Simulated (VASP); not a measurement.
# TiTe2 (P-3m1) in VASP: further runs

Runs on TiTe2. Level: PBE. Tasks: single point.

Everything below comes from runs of VASP 6.6.1. Logs are shortened: lines on timing, memory, paths and dates and some standing lists are left out, and cuts for length are marked.

## Step 1: The crystal as given

Symmetry: P-3m1, No. 164, trigonal system. Conventional cell: a = 3.777 Å, b = 3.777 Å, c = 6.498 Å, α = 90.00°, β = 90.00°, γ = 120.00°. Around Te (site symmetry 3m) lie 3 Ti at 2.77 Å. Around Ti (site symmetry -3m) lie 6 Te at 2.77 Å.

## Step 2: Single point, PBE, spin-orbit coupling, no magnetisation

Input file INCAR:

```
PREC = Accurate
ENCUT = 500
EDIFF = 1E-7
ISMEAR = 0
SIGMA = 0.02
LREAL = F
LASPH = T
NELM = 100
ALGO = Normal
ISIF = 2
LWAVE = F
LCHARG = F
LNONCOLLINEAR = T
MAGMOM = 0 0 0 0 0 0 0 0 0
LORBIT = 11
LSORBIT = T
GGA_COMPAT = F
LMAXMIX = 4
GGA = PE
NBANDS = 40
```

Input file KPOINTS:

```
Automatic mesh
0
Gamma
  4 4 2
```

Input file POSCAR:

```
TiTe2
1.0
    3.7770000000      0.0000000000      0.0000000000
   -1.8885000000      3.2709779501      0.0000000000
    0.0000000000      0.0000000000      6.4980000000
Te Ti
2 1
Direct
    0.3333333333      0.6666666667      0.7372000000
    0.6666666667      0.3333333333      0.2628000000
    0.0000000000      0.0000000000      0.0000000000
```

Potentials or basis: VASP PAW PBE potentials, release 64 (Te, Ti_sv).

The run is started by

```bash
> cat potpaw_PBE.64/Te/POTCAR potpaw_PBE.64/Ti_sv/POTCAR > POTCAR
> mpirun -np 1 vasp_ncl > vasp.out
```

OUTCAR:

```text
PREC = Accurate
   ENCUT = 500
   EDIFF = 1E-7
   ISMEAR = 0
   LREAL = F
   LASPH = T
   NELM = 100
   ISIF = 2
   LNONCOLLINEAR = T
   LORBIT = 11
   LSORBIT = T
   GGA = PE

 Found      8 irreducible k-points:

 Following reciprocal coordinates:
            Coordinates               Weight
  0.000000  0.000000  0.000000      1.000000
  0.250000  0.000000  0.000000      6.000000
  0.500000  0.000000  0.000000      3.000000
  0.250000  0.250000  0.000000      6.000000
  0.000000  0.000000  0.500000      1.000000
  0.250000  0.000000  0.500000      6.000000
   k-points           NKPTS =      8   k-points in BZ     NKDIM =      8   number of bands    NBANDS=     40
   number of dos      NEDOS =    301   number of ions     NIONS =      3
   total plane-waves  NPLWV =  37632
   dimension x,y,z NGX =    28 NGY =   28 NGZ =   48
   dimension x,y,z NGXF=    56 NGYF=   56 NGZF=   96
   ions per type =               2   1
   NGX,Y,Z   is equivalent  to a cutoff of  12.32, 12.32, 12.28 a.u.
   NGXF,Y,Z  is equivalent  to a cutoff of  24.65, 24.65, 24.56 a.u.
 SYSTEM =  unknown system
   PREC   = accura    normal or accurate (medium, high low for compatibility)
   ISTART =      0    job   : 0-new  1-cont  2-samecut
   ICHARG =      2    charge: 1-file 2-atom 10-const
   ISPIN  =      1    spin polarized calculation?
   LNONCOLLINEAR =      T non collinear calculations
   LSORBIT =      T    spin-orbit coupling
   LASPH  =      T    aspherical Exc in radial PAW
   ENCUT  =  500.0 eV  36.75 Ry    6.06 a.u.   6.89  6.89 11.85*2*pi/ulx,y,z
   NELM   =    100;   NELMIN=  2; NELMDL= -5     # of ELM steps
   EDIFF  = 0.1E-06   stopping-criterion for ELM
   LREAL  =      F    real-space projection
[... 7 lines left out ...]
   TEBEG  =    0.0;   TEEND  =   0.0 temperature during run
   PSTRESS=    0.0 pullay stress
   NELECT =      24.0000    total number of electrons
   NUPDOWN=      -1.0000    fix difference up-down
   EMIN   =  10.00;   EMAX   =-10.00  energy-range for DOS
   EFERMI =   0.00;   METHOD = LEGACY
   ISMEAR =     0;   SIGMA  =   0.02  broadening in eV -4-tet -1-fermi 0-gaus
   EFERMI_NEDOS =   21; number of points for ismear=-14 and -15
   IALGO  =     38    algorithm
   IMIX   =      4    mixing-type and parameters
     AMIX     =   0.40;   BMIX     =  1.00
     AMIX_MAG =   1.60;   BMIX_MAG =  1.00
  volume/ion in A,a.u.               =      26.76       180.58
  Fermi-wavevector in a.u.,A,eV,Ry     =   1.094655  2.068597 16.303438  1.198269
  Thomas-Fermi vector in A             =   2.230964
   LORBIT       =     11    0 simple, 1 ext, 2 COOP (PROOUT), +10 PAW based schemes
   GGA     = PE    functional components
   LHFCALC =     F    Hartree Fock is set to
   AEXX    =    0.0000 exact exchange contribution
   IVDW    =     0    specifies the selected vdW correction
   LEPSILON=     F    determine dielectric tensor
   LRPA    =     F    only Hartree local field effects (RPA)
 Gauss-broadening in eV      SIGMA  =   0.02
  energy-cutoff  :      500.00
  volume of cell :       80.28
 maximum number of plane-waves:      4128
 NGX is ok and might be reduce to    28
   NGX = 13   NGY = 13   NGZ = 23

 number of electron      23.9999998 magnetization      -0.0000000      0.0000000      0.0000000

 number of electron      23.9999998 magnetization      -0.0000000     -0.0000000     -0.0000000

 number of electron      23.9999998 magnetization       0.0000000     -0.0000000     -0.0000000

 number of electron      23.9999998 magnetization       0.0000000      0.0000000      0.0000000

 Free energy of the ion-electron system (eV)
  ---------------------------------------------------
  ext. energy  EPLUGINS =         0.00000000
  ---------------------------------------------------
  free energy    TOTEN  =       -16.35381479 eV

  energy without entropy =      -16.35285065  energy(sigma->0) =      -16.35333272

 E-fermi :   6.8486     XC(G=0):  -9.8582

 val. band max:        6.8425075410   @ k =   0.5000   0.0000   0.0000
 cond. band min:       6.9475107547   @ k =   0.0000   0.0000   0.0000
 fundamental gap:      0.1050032137
 Fermi energy:         6.8485989124

 k-point     1 :       0.0000    0.0000    0.0000
  band No.  band energies     occupation
      1     -50.6395      1.00000
      2     -50.6395      1.00000
      3     -27.3197      1.00000
      4     -27.3197      1.00000
      5     -26.6739      1.00000
      6     -26.6739      1.00000
[... 28 lines left out ...]
     35      11.9288      0.00000
     36      11.9288      0.00000

 k-point     2 :       0.2500    0.0000    0.0000
  band No.  band energies     occupation
      1     -50.6380      1.00000
      2     -50.6380      1.00000
      3     -27.3262      1.00000
      4     -27.3262      1.00000
      5     -26.6828      1.00000
      6     -26.6828      1.00000
[... 28 lines left out ...]
     35      12.5753      0.00000
     36      12.5753      0.00000

 k-point     3 :       0.5000    0.0000    0.0000
  band No.  band energies     occupation
      1     -50.6365      1.00000
      2     -50.6365      1.00000
      3     -27.3331      1.00000
      4     -27.3331      1.00000
      5     -26.6970      1.00000
      6     -26.6970      1.00000
[... 28 lines left out ...]
     35      12.1532      0.00000
     36      12.1532      0.00000

 k-point     4 :       0.2500    0.2500    0.0000
  band No.  band energies     occupation
      1     -50.6365      1.00000
      2     -50.6365      1.00000
      3     -27.3329      1.00000
      4     -27.3329      1.00000
      5     -26.6943      1.00000
      6     -26.6943      1.00000
[... 28 lines left out ...]
     35      11.3598      0.00000
     36      11.3598      0.00000

 k-point     5 :       0.0000    0.0000    0.5000
  band No.  band energies     occupation
      1     -50.6394      1.00000
      2     -50.6394      1.00000
      3     -27.3197      1.00000
      4     -27.3197      1.00000
      5     -26.6739      1.00000
      6     -26.6739      1.00000
[... 28 lines left out ...]
     35      12.3674      0.00000
     36      12.3674      0.00000

 k-point     6 :       0.2500    0.0000    0.5000
  band No.  band energies     occupation
      1     -50.6380      1.00000
      2     -50.6380      1.00000
      3     -27.3262      1.00000
      4     -27.3262      1.00000
      5     -26.6828      1.00000
      6     -26.6828      1.00000
[... 28 lines left out ...]
     35      12.2503      0.00000
     36      12.2503      0.00000

 [... further k-points ...]

 [bands above 36 left out]

------------------------ aborting loop because EDIFF is reached ----------------------------------------

  FORCE on cell =-STRESS in cart. coord.  units (eV):
  Direction    XX          YY          ZZ          XY          YZ          ZX
  --------------------------------------------------------------------------------------
  -------------------------------------------------------------------------------------
  Total        0.4286097      0.4286097      0.6857481      0.0000000      0.0000000      0.0000000
  in kB        8.5539807      8.5539807     13.6858230      0.0000000      0.0000000      0.0000000
  external PRESSURE =      10.2645948 kB  Pullay stress =       0.0000000 kB

 VOLUME and BASIS-vectors are now :
 -----------------------------------------------------------------------------
  energy-cutoff  :      500.00
  volume of cell :       80.28
      direct lattice vectors                 reciprocal lattice vectors
     3.777000000  0.000000000  0.000000000     0.264760392  0.152859484  0.000000000
    -1.888500000  3.270977950  0.000000000     0.000000000  0.305718967  0.000000000
     0.000000000  0.000000000  6.498000000     0.000000000  0.000000000  0.153893506

 POSITION                                       TOTAL-FORCE (eV/Angst)
 -----------------------------------------------------------------------------------
     -0.00000      2.18065      4.79033         0.000000     -0.000000     -0.016726
      1.88850      1.09033      1.70767         0.000000      0.000000      0.016726
      0.00000      0.00000      0.00000        -0.000000      0.000000      0.000000
 -----------------------------------------------------------------------------------
    total drift:                                0.000000     -0.000000     -0.000000

  FREE ENERGIE OF THE ION-ELECTRON SYSTEM (eV)
  ---------------------------------------------------
  free  energy   TOTEN  =       -16.3538147890 eV

  energy  without entropy=      -16.3528506495  energy(sigma->0) =      -16.35333272

 Spin-Orbit-Coupling matrix elements

 Ion:    1  E_soc:     -0.1968464
 l=   1
     0.0000000    -0.0332552    -0.0317580
    -0.0332552     0.0000000    -0.0332552
    -0.0317580    -0.0332552     0.0000000
 l=   2
     0.0000000    -0.0000141     0.0000000    -0.0000141    -0.0000657
    -0.0000141     0.0000000    -0.0000248     0.0000170    -0.0000141
     0.0000000    -0.0000248     0.0000000    -0.0000248     0.0000000
    -0.0000141     0.0000170    -0.0000248     0.0000000    -0.0000141
    -0.0000657    -0.0000141     0.0000000    -0.0000141     0.0000000
 l=   3
     0.0000000     0.0000000     0.0000000     0.0000000     0.0000000     0.0000000     0.0000000
     0.0000000     0.0000000     0.0000000     0.0000000     0.0000000     0.0000000     0.0000000
     0.0000000     0.0000000     0.0000000     0.0000000     0.0000000     0.0000000     0.0000000
     0.0000000     0.0000000     0.0000000     0.0000000     0.0000000     0.0000000     0.0000000
     0.0000000     0.0000000     0.0000000     0.0000000     0.0000000     0.0000000     0.0000000
     0.0000000     0.0000000     0.0000000     0.0000000     0.0000000     0.0000000     0.0000000
     0.0000000     0.0000000     0.0000000     0.0000000     0.0000000     0.0000000     0.0000000

 Ion:    2  E_soc:     -0.1968464
 l=   1
     0.0000000    -0.0332552    -0.0317580
    -0.0332552     0.0000000    -0.0332552
    -0.0317580    -0.0332552     0.0000000
 l=   2
     0.0000000    -0.0000141     0.0000000    -0.0000141    -0.0000657
    -0.0000141     0.0000000    -0.0000248     0.0000170    -0.0000141
     0.0000000    -0.0000248     0.0000000    -0.0000248     0.0000000
    -0.0000141     0.0000170    -0.0000248     0.0000000    -0.0000141
    -0.0000657    -0.0000141     0.0000000    -0.0000141     0.0000000
 l=   3
     0.0000000     0.0000000     0.0000000     0.0000000     0.0000000     0.0000000     0.0000000
     0.0000000     0.0000000     0.0000000     0.0000000     0.0000000     0.0000000     0.0000000
     0.0000000     0.0000000     0.0000000     0.0000000     0.0000000     0.0000000     0.0000000
     0.0000000     0.0000000     0.0000000     0.0000000     0.0000000     0.0000000     0.0000000
     0.0000000     0.0000000     0.0000000     0.0000000     0.0000000     0.0000000     0.0000000
     0.0000000     0.0000000     0.0000000     0.0000000     0.0000000     0.0000000     0.0000000
     0.0000000     0.0000000     0.0000000     0.0000000     0.0000000     0.0000000     0.0000000

 Ion:    3  E_soc:     -0.0142406
 l=   1
     0.0000000    -0.0018325    -0.0018028
    -0.0018325     0.0000000    -0.0018325
    -0.0018028    -0.0018325     0.0000000
 l=   2
     0.0000000    -0.0001565     0.0000000    -0.0001565    -0.0003019
    -0.0001565     0.0000000    -0.0002478    -0.0002288    -0.0001565
     0.0000000    -0.0002478     0.0000000    -0.0002478     0.0000000
    -0.0001565    -0.0002288    -0.0002478     0.0000000    -0.0001565
    -0.0003019    -0.0001565     0.0000000    -0.0001565     0.0000000
 l=   3
     0.0000000     0.0000000     0.0000000     0.0000000     0.0000000     0.0000000     0.0000000
     0.0000000     0.0000000     0.0000000     0.0000000     0.0000000     0.0000000     0.0000000
     0.0000000     0.0000000     0.0000000     0.0000000     0.0000000     0.0000000     0.0000000
     0.0000000     0.0000000     0.0000000     0.0000000     0.0000000     0.0000000     0.0000000
     0.0000000     0.0000000     0.0000000     0.0000000     0.0000000     0.0000000     0.0000000
     0.0000000     0.0000000     0.0000000     0.0000000     0.0000000     0.0000000     0.0000000
     0.0000000     0.0000000     0.0000000     0.0000000     0.0000000     0.0000000     0.0000000

 total charge

# of ion       s       p       d       tot
------------------------------------------
    1        1.382   1.999   0.037   3.418
    2        1.382   1.999   0.037   3.418
    3        2.164   6.123   1.874  10.161
--------------------------------------------------
tot          4.927  10.121   1.949  16.997

 magnetization (x)

# of ion       s       p       d       tot
------------------------------------------
    1       -0.000   0.000   0.000  -0.000
    2       -0.000   0.000   0.000  -0.000
    3       -0.000   0.000   0.000  -0.000
--------------------------------------------------
tot         -0.000   0.000   0.000  -0.000

 magnetization (y)

# of ion       s       p       d       tot
------------------------------------------
    1       -0.000  -0.000  -0.000  -0.000
    2        0.000   0.000  -0.000   0.000
    3        0.000   0.000   0.000   0.000
--------------------------------------------------
tot          0.000   0.000  -0.000  -0.000

 magnetization (z)

# of ion       s       p       d       tot
------------------------------------------
    1        0.000   0.000   0.000   0.000
    2        0.000   0.000   0.000   0.000
    3        0.000  -0.000   0.000   0.000
--------------------------------------------------
tot          0.000  -0.000   0.000   0.000
```

It took 42 s on 1 thread of Intel Xeon 6975P-C (Granite Rapids), shared host; peak memory 0.35 GiB.

These settings aren't checked as converged: the numbers below hold their error.

Results:

- Free energy: -16.3538 eV
- Pressure: 1.0 GPa
- Largest force: 0.017 eV/Å
- Valence electrons inside the program's atomic spheres: Te 3.42; Ti 10.16

Caveat: the k mesh is coarse (spacing up to 0.48 Å⁻¹), so the values aren't converged; this functional lacks dispersion, which binds the layers, so the pressure and a relaxed spacing across them are unreliable.

## Step 3: Single point, PBE, spin-orbit coupling, no magnetisation

Edit INCAR of step 2 so:

```diff
@@ -1,3 +1,3 @@
 PREC = Accurate
-ENCUT = 500
+ENCUT = 350
 EDIFF = 1E-7
```

Input file KPOINTS:

```
Automatic mesh
0
Gamma
  5 5 3
```

POSCAR is that of step 2.

Potentials or basis: VASP PAW PBE potentials, release 64 (Te, Ti_sv).

The run is started by

```bash
> cat potpaw_PBE.64/Te/POTCAR potpaw_PBE.64/Ti_sv/POTCAR > POTCAR
> mpirun -np 1 vasp_ncl > vasp.out
```

It took 28 s on 1 thread of Intel Xeon 6975P-C (Granite Rapids), shared host; peak memory 0.26 GiB.

The run converged, but some of its settings lie outside the range that counts as converged, so its numbers aren't taken as properties of the crystal.

What came out:

```yaml
Free_energy: -16.3878 eV
Pressure: 0.9 GPa
Largest_force: 0.011 eV/Å
Valence_electrons_inside_the_program's_atomic_spheres: Te 3.42; Ti 10.15
```

Caveat: the k mesh is coarse (spacing up to 0.38 Å⁻¹), so the values aren't converged; this functional lacks dispersion, which binds the layers, so the pressure and a relaxed spacing across them are unreliable.

(Continued in part 2 of 2.)
